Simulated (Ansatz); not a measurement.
# CdF2 (Fm-3m) in Ansatz: further runs

One crystal, CdF2, is run at these levels: PBE; tasks: relaxation of cell and atoms.

All numbers are computed with Ansatz 0.2.0; they aren't measurements. Logs are shortened: lines on timing, memory, paths and dates and some standing lists are left out, and cuts for length are marked.

### Step 1. The structure

It takes space group Fm-3m (No. 225, cubic). Conventional cell: a = 5.388 Å, b = 5.388 Å, c = 5.388 Å, α = 90.00°, β = 90.00°, γ = 90.00°. Around Cd (site symmetry m-3m) lie 8 F at 2.33 Å. F (site symmetry -43m) is surrounded by 4 Cd at 2.33 Å.

### Step 2. Relaxation of cell and atoms, PBE

Contents of input.yaml:

```yaml
crystal:
  lattice:
    - [0.0, 2.694, 2.694]
    - [2.694, 0.0, 2.694]
    - [2.694, 2.694, 0.0]
  atoms:
    - { symbol: Cd, position: [0.0, 0.0, 0.0] }
    - { symbol: F, position: [0.75, 0.75, 0.75] }
    - { symbol: F, position: [0.25, 0.25, 0.25] }
hamiltonian:
  xc: pbe
  pseudopotentials: { kind: paw }
kpoints:
  mp_grid: { grid: [9, 9, 9] }
scf:
  occupations: { method: fermi_dirac, width: 0.05 }
output:
  forces: true
  stress: true
  eigenvalues: true
  write_density: true
  write_potential: true
  elf: true
  volumetric_format: npy
relax:
  f_tol: 0.01
  max_steps: 40
  cell: { stress_tol: 0.05 }
```

Potentials or basis: Ansatz PAW.

Started as:

```console
> ansatz run input.yaml --threads 2 --pin off --max-ram 5632MiB --backend cpu --events-out ev --progress --plain --runs-dir out
```

The program printed:

```text
Warning: RAYON_NUM_THREADS=2 ignored (pool sized by the plan → 2); use --threads N
Engine: ansatz 0.2.0, aarch64-unknown-linux-gnu
Pseudopotentials: kind: paw
Pseudopotential: Cd, paw, valence charge 20, recommended cutoff 420 eV (normal), Cd.paw.azcp
Pseudopotential: F, paw, valence charge 7, recommended cutoff 420 eV (normal), F.paw.azcp
Functional definition: PBE
  parameter kappa = 0.804
  parameter beta = 0.06672455060314922
  exchange = pbe_x(kappa = kappa, mu = beta*pi^2/3)
  correlation = pbe_c(beta = beta)
Crystal: 3 atoms, lattice volume = 39.104 Å³
Basis set: ecut = 420 eV, 749 PW (Γ), exchange–correlation on 54×54×54 points (8 copies of the dense FFT grid, shifted against one another)
Bands: 21, of which v1, the nominal top of the filled ones, is band 17 counted from 1 (16 counted from 0)
Symmetry: 48 space group operations
Space group: Fm-3m (ITA 225), of the structure as read, at distance tolerance 3.4e-5 Å
k-points: 35 of 729
Non-local potential: Cd, projectors of the file, l = 0: 3, l = 1: 2, l = 2: 2, l = 3: 1
Non-local potential: F, projectors of the file, l = 0: 2, l = 1: 2, l = 2: 1
PAW form: soft (Blöchl's): semilocal exchange-correlation on the pseudo side does not see the compensation charge
PAW one-centre angular grid: Cd, 590 points (default); XC on 64 Gauss nodes
PAW one-centre angular grid: F, 110 points (default); XC on 64 Gauss nodes
Initial density: superposition of atomic densities (neutral atoms: chi_scale 0, normalization atom), corrected by the library's trained network
Initial wavefunctions: pseudopotential atomic-orbital guess
Functional: x = pbe(κ = 0.804, μ = 0.2195149727645171), c = pbe(β = 0.06672455060314922)
SCF iter   1: F=—  HF=-9872.134532 eV  |F-HF|=—  |Δ(HF+E_count)|=         —  Δρ=5.60e-4  dr2=1.93e-5  ethr=1.77e-3  ⟨swp⟩=5.7  Hψ=2955  notcnv=0
preconditioner: auto → none  [insulator: Δε(μ)=3.129 eV  Ē_g=16.575 eV  σ=0.050 eV  W_gap=1.00  n_scr=14 (ndim 8)  ℏωp=30.3 eV  f_vac=0.125  D(μ)=0.00/eV (n_scr^D=0)  ε∞_Penn≈4.3]
SCF iter   2: F=—  HF=-9872.135540 eV  |F-HF|=—  |Δ(HF+E_count)|=   1.01e-3  Δρ=3.04e-4  dr2=1.52e-5  ethr=5.67e-8  ⟨swp⟩=3.1  Hψ=1939  notcnv=0
SCF iter   3: F=—  HF=-9872.135594 eV  |F-HF|=—  |Δ(HF+E_count)|=   5.37e-5  Δρ=1.72e-4  dr2=1.49e-6  ethr=4.48e-8  ⟨swp⟩=2.1  Hψ=1149  notcnv=0
SCF iter   4: F=—  HF=-9872.135632 eV  |F-HF|=—  |Δ(HF+E_count)|=   3.86e-5  Δρ=6.08e-5  dr2=3.93e-7  ethr=4.38e-9  ⟨swp⟩=2.0  Hψ=1190  notcnv=0
iter 5 did not close the SCF: its close was put off for the readings that it lacked (scf_convergence_deferred on its scf_iter line)
SCF iter   5: F=-9872.135636 eV  HF=-9872.135636 eV  |F-HF|=1.81e-8  |Δ(HF+E_count)|=   3.30e-6  Δρ=1.60e-5  dr2=6.29e-8  ethr=1.16e-9  ⟨swp⟩=2.0  Hψ=1190  notcnv=0
SCF iter   6: F=-9872.135636 eV  HF=-9872.135636 eV  |F-HF|=9.57e-10  |Δ(HF+E_count)|=   5.39e-8  Δρ=4.80e-6  dr2=5.00e-9  ethr=1.85e-10  ⟨swp⟩=4.9  Hψ=4081  notcnv=0
SCF 1 converged in 6 iterations: F = -9872.135636 eV  dr2 = 5.00e-9
relax step   1: F+E_penalty+E_count = -9872.13563570 eV  Δ(F+E_penalty+E_count) = +0.000e0 eV  max|allowed force component| = 2.891e-18 eV/Å  Δτ_max = 0.0000 Å  P = +5.456 GPa  Ω = 39.104 Å³  (6 SCF iters, dr2 threshold 1.00e-7 eV, accepted)
Crystal: 3 atoms, lattice volume = 40.956 Å³
Basis set: ecut = 420 eV, 821 PW (Γ), exchange–correlation on 54×54×54 points (8 copies of the dense FFT grid, shifted against one another)
Initial density: handed on by an earlier stage of this run
Initial wavefunctions: those handed on with the density
iter 1 solved again at ethr=5.95e-5 eV; its pass at ethr=3.10e-3 eV (dr2=2.02e-2 eV) is discarded
SCF iter   1: F=—  HF=-9872.166751 eV  |F-HF|=—  |Δ(HF+E_count)|=         —  Δρ=5.59e-3  dr2=1.98e-2  ethr=5.95e-5  ⟨swp⟩=1.0  Hψ=3846  notcnv=0
preconditioner: auto → none  [insulator: Δε(μ)=3.046 eV  Ē_g=16.186 eV  σ=0.050 eV  W_gap=1.00  n_scr=14 (ndim 8)  ℏωp=29.6 eV  f_vac=0.155  D(μ)=0.00/eV (n_scr^D=0)  ε∞_Penn≈4.3]
[... 48 lines left out ...]
relax step   6: F+E_penalty+E_count = -9872.16902872 eV  Δ(F+E_penalty+E_count) = -7.176e-4 eV  max|allowed force component| = 2.236e-17 eV/Å  Δτ_max = 0.0000 Å  P = +0.051 GPa  Ω = 41.153 Å³  stress off target by 5.09e-2 GPa  SCF on the basis re-selected at this cell (its energy is not comparable with the rows above)  (6 SCF iters)
basis re-selected at this cell: Δ(F+E_penalty+E_count) = -7.176e-4 eV, ΔP = +0.014 GPa vs the last step (what re-selecting the basis moved, of the pressure what is left beyond the Pulay correction that the steps carried, after the strain that the cell walked since its last selection, with what the two solves' SCF thresholds leave and, on support functions, any second-order correction that the steps lacked; it is no measure of the basis error at this ecutwfc). This SCF's stress stands 5.09e-2 GPa from its target on what of the cell is left free (relax.cell.stress_tol is 5.00e-2 GPa) and its largest allowed force component is 2.24e-17 eV/Å (relax.f_tol is 1.00e-2 eV/Å): not within both, so this SCF does not close the relaxation
Crystal: 3 atoms, lattice volume = 41.174 Å³
iter 1 solved again at ethr=9.14e-9 eV; its pass at ethr=3.10e-3 eV (dr2=3.11e-6 eV) is discarded
SCF iter   1: F=—  HF=-9872.168782 eV  |F-HF|=—  |Δ(HF+E_count)|=         —  Δρ=6.43e-5  dr2=2.50e-6  ethr=9.14e-9  ⟨swp⟩=2.1  Hψ=3502  notcnv=0
preconditioner: auto → none  [insulator: Δε(μ)=2.944 eV  Ē_g=16.166 eV  σ=0.050 eV  W_gap=1.00  n_scr=14 (ndim 8)  ℏωp=29.5 eV  f_vac=0.151  D(μ)=0.00/eV (n_scr^D=0)  ε∞_Penn≈4.3]
SCF iter   2: F=—  HF=-9872.168946 eV  |F-HF|=—  |Δ(HF+E_count)|=   1.64e-4  Δρ=5.18e-5  dr2=4.88e-7  ethr=7.34e-9  ⟨swp⟩=2.4  Hψ=1138  notcnv=0
SCF iter   3: F=—  HF=-9872.168946 eV  |F-HF|=—  |Δ(HF+E_count)|=   1.35e-7  Δρ=1.40e-5  dr2=5.67e-8  ethr=1.44e-9  ⟨swp⟩=2.1  Hψ=1172  notcnv=0
SCF iter   4: F=—  HF=-9872.168946 eV  |F-HF|=—  |Δ(HF+E_count)|=   1.65e-8  Δρ=6.49e-6  dr2=1.04e-8  ethr=1.67e-10  ⟨swp⟩=2.6  Hψ=1195  notcnv=0
SCF iter   5: F=-9872.168946 eV  HF=-9872.168946 eV  |F-HF|=2.91e-11  |Δ(HF+E_count)|=   2.52e-9  Δρ=7.57e-7  dr2=2.06e-10  ethr=1.90e-11  ⟨swp⟩=6.0  Hψ=3492  notcnv=0
SCF 7 converged in 5 iterations: F = -9872.168946 eV  dr2 = 2.06e-10
relax step   7: F+E_penalty+E_count = -9872.16894606 eV  Δ(F+E_penalty+E_count) = +8.267e-5 eV  max|allowed force component| = 2.236e-17 eV/Å  Δτ_max = 0.0000 Å  P = +0.001 GPa  Ω = 41.174 Å³  energy of the carried Pulay correction = -8.616e-5 eV  (5 SCF iters, dr2 threshold 6.47e-9 eV, accepted)
iter 1 solved again at ethr=1.66e-8 eV; its pass at ethr=3.10e-3 eV (dr2=5.64e-6 eV) is discarded
SCF iter   1: F=—  HF=-9872.169019 eV  |F-HF|=—  |Δ(HF+E_count)|=         —  Δρ=1.55e-5  dr2=2.03e-8  ethr=1.66e-8  ⟨swp⟩=3.0  Hψ=5020  notcnv=0
preconditioner: auto → none  [insulator: Δε(μ)=2.943 eV  Ē_g=16.166 eV  σ=0.050 eV  W_gap=1.00  n_scr=14 (ndim 8)  ℏωp=29.5 eV  f_vac=0.151  D(μ)=0.00/eV (n_scr^D=0)  ε∞_Penn≈4.3]
SCF iter   2: F=—  HF=-9872.169187 eV  |F-HF|=—  |Δ(HF+E_count)|=   1.68e-4  Δρ=9.27e-6  dr2=8.42e-9  ethr=5.97e-11  ⟨swp⟩=2.1  Hψ=1332  notcnv=0
SCF iter   3: F=—  HF=-9872.169187 eV  |F-HF|=—  |Δ(HF+E_count)|=   4.56e-9  Δρ=4.01e-6  dr2=1.93e-9  ethr=2.48e-11  ⟨swp⟩=2.0  Hψ=1190  notcnv=0
SCF iter   4: F=—  HF=-9872.169187 eV  |F-HF|=—  |Δ(HF+E_count)|=   1.77e-9  Δρ=1.88e-6  dr2=3.64e-10  ethr=5.68e-12  ⟨swp⟩=2.0  Hψ=1084  notcnv=0
SCF iter   5: F=—  HF=-9872.169187 eV  |F-HF|=—  |Δ(HF+E_count)|=  2.42e-10  Δρ=6.00e-7  dr2=3.99e-11  ethr=1.07e-12  ⟨swp⟩=2.0  Hψ=1190  notcnv=0
SCF iter   6: F=-9872.169187 eV  HF=-9872.169187 eV  |F-HF|=1.82e-12  |Δ(HF+E_count)|=  2.55e-11  Δρ=1.94e-7  dr2=4.98e-12  ethr=1.00e-12  ⟨swp⟩=4.5  Hψ=2723  notcnv=0
SCF 8 converged in 6 iterations: F = -9872.169187 eV  dr2 = 4.98e-12
relax step   8: F+E_penalty+E_count = -9872.16918700 eV  Δ(F+E_penalty+E_count) = -2.409e-4 eV  max|allowed force component| = 3.007e-17 eV/Å  Δτ_max = 0.0000 Å  P = +0.002 GPa  Ω = 41.174 Å³  stress off target by 2.31e-3 GPa  SCF on the basis re-selected at this cell (its energy is not comparable with the rows above)  (6 SCF iters)
basis re-selected at this cell: Δ(F+E_penalty+E_count) = -2.409e-4 eV, ΔP = +0.001 GPa vs the last step (what re-selecting the basis moved, of the pressure what is left beyond the Pulay correction that the steps carried, after the strain that the cell walked since its last selection, with what the two solves' SCF thresholds leave and, on support functions, any second-order correction that the steps lacked; it is no measure of the basis error at this ecutwfc). This SCF's stress stands 2.31e-3 GPa from its target on what of the cell is left free (relax.cell.stress_tol is 5.00e-2 GPa) and its largest allowed force component is 3.01e-17 eV/Å (relax.f_tol is 1.00e-2 eV/Å): within both
SCF converged after 6 iterations
Free energy (F): -9872.169187 eV
Harris-Foulkes:  -9872.169187 eV  (|F-HF|=1.82e-12)
Internal energy: -9872.169187 eV  (E = F + TS)
E sigma→0 (E₀):  -9872.169187 eV
Fermi energy:    7.234189 eV
--- Per-component energies (eV) ---
  E_band       = -505.386086
  E_kinetic    = 917.061706
  E_local      = -4338.488051  (includes V_loc(G=0)·N_el)
  E_nonlocal   = 183.928777
  E_hartree    = 1916.939159
  E_xc         = -334.807727
  E_vxc        = -424.101740  (∫ρ·V_xc dr)
  E_paw        = -4487.633526  (= ΣΔE_a)
  E_vpaw       = -677.669146  (= ΣTr[D̂ρ^β])
  E_aug_tail   = 0.004080  (compensation charges beyond the density's cutoff)
  E_ewald      = -3729.173606
  E_smearing   = -0.000000  (= −TS)
  E_closure    = 0.000000  (closes the sum)
  Σ components = -9872.169187   (vs F -9872.169187, Δ=0.00e0)
--- Forces (eV/Å), atoms counted from 1 ---
  atom   1  Cd    -0.00000000     0.00000000     0.00000000
  atom   2  F     -0.00000000    -0.00000000    -0.00000000
  atom   3  F      0.00000000     0.00000000     0.00000000
  max |Σ_I F_I| component: 1.39e-17 eV/Å
--- Stress (GPa, compression-positive) ---
        0.002306       0.000000      -0.000000
       -0.000000       0.002306      -0.000000
       -0.000000      -0.000000       0.002306
  P = ⅓ Tr σ = 0.0023 GPa (0.023 kbar)
--- Band table (eV; the first three rows and the last of 35) ---
  k-point 0: bands = ["-92.8170", "-53.9194", "-53.9194", "-53.9194", "-14.8437", "-13.8803", "0.2078", "0.2078", "0.2078", "1.2009", "1.2009", "4.8301", "4.8301", "4.8301", "5.1248", "5.1248", "5.1248", "8.5985", "18.1322", "18.1322", "18.1322"]
  k-point 1: bands = ["-92.8170", "-53.9196", "-53.9194", "-53.9194", "-14.8092", "-13.9104", "0.2486", "0.2486", "0.3220", "1.1900", "1.1900", "4.4372", "4.7357", "4.7357", "5.0815", "5.1509", "5.1509", "9.0481", "17.5510", "18.2984", "18.2984"]
  k-point 2: bands = ["-92.8170", "-53.9201", "-53.9195", "-53.9195", "-14.7134", "-13.9939", "0.3476", "0.3476", "0.6335", "1.1770", "1.1770", "3.8177", "4.5095", "4.5095", "4.7215", "5.1949", "5.1949", "10.0984", "16.5182", "18.7406", "18.7406"]
  k-point 34: bands = ["-92.8170", "-53.9207", "-53.9205", "-53.9201", "-14.3516", "-14.2916", "0.7149", "0.9552", "1.0209", "1.1697", "1.2097", "2.3984", "3.2583", "4.0438", "4.4704", "5.1901", "5.6550", "13.2496", "16.2720", "17.4198", "17.6128"]
--- Relaxed structure (5 steps of the walk, 5 accepted, 3 SCFs on fresh bases) ---
  F+E_penalty+E_count = -9872.16918700 eV   max|allowed force component| = 3.007e-17 eV/Å   (the final SCF, on the basis selected at the relaxed cell)
  cell:  # Å, volume = 41.1744 Å³
    - [-3.248299670970939e-34, 2.740727799317158, 2.740727799317158]
    - [2.740727799317158, -6.178138589885904e-34, 2.740727799317158]
    - [2.740727799317158, 2.740727799317158, -1.095504987072552e-33]
  atoms:
    - { symbol: Cd, position: [2.166736978780939e-34, -1.035438810842822e-34, -2.823262235914836e-34] }
    - { symbol: F, position: [0.75, 0.75, 0.75] }
    - { symbol: F, position: [0.25, 0.25, 0.25] }
```

Wall time 6.9 s (2 threads of Arm Neoverse V2, shared host); peak memory 0.32 GiB.

Results:

```yaml
Free_energy: -9872.1692 eV
Relaxed_volume: 13.72 Å³/atom
Relaxed_cell: a = 3.876 Å, b = 3.876 Å, c = 3.876 Å, α = 60.00°, β = 60.00°, γ = 60.00°
Space_group_after_relaxing_to_0.05_Å: Fm-3m (No. 225)
Energy_gained_by_relaxing: 11.2 meV/atom
Ionic_steps: 8
Pressure_after_relaxing: 0.0 GPa
Band_gap_on_the_k_mesh: 2.94 eV, indirect (least direct gap 3.47 eV)
```

The path:
```tsv
step	energy change (eV)	largest force (eV/Å)	volume (Å³)
1	0.0000	0.0000	39.10
2	-0.0232	0.0000	40.96
3	-0.0232	0.0000	40.98
4	-0.0331	0.0000	40.98
5	-0.0327	0.0000	41.15
6	-0.0334	0.0000	41.15
7	-0.0333	0.0000	41.17
8	-0.0336	0.0000	41.17
```

Final structure:
```
Cd F
1.0
     0.00000    2.74073    2.74073
     2.74073    0.00000    2.74073
     2.74073    2.74073    0.00000
Cd F
1 2
Direct
  0.00000 0.00000 0.00000
  0.75000 0.75000 0.75000
  0.25000 0.25000 0.25000
```

Levels at points of the mesh, in eV from the valence-band top:
```csv
k point,band 13,band 14,band 15,band 16,band 17,band 18,band 19,band 20,band 21
"(0.00, 0.00, 0.00)",-0.82,-0.82,-0.53,-0.53,-0.53,2.94,12.48,12.48,12.48
```

Caveat: odd divisions of the mesh miss points on the zone boundary, where band edges often lie, so the gap on the mesh can be too wide; the plane-wave basis is chosen anew once the cell has moved, so the energies of steps on either side of that aren't comparable; the pressure holds a Pulay correction of +0.6 GPa for the finite cutoff. Zero-point motion and thermal expansion aren't in these numbers.

(Continued in part 2 of 3.)
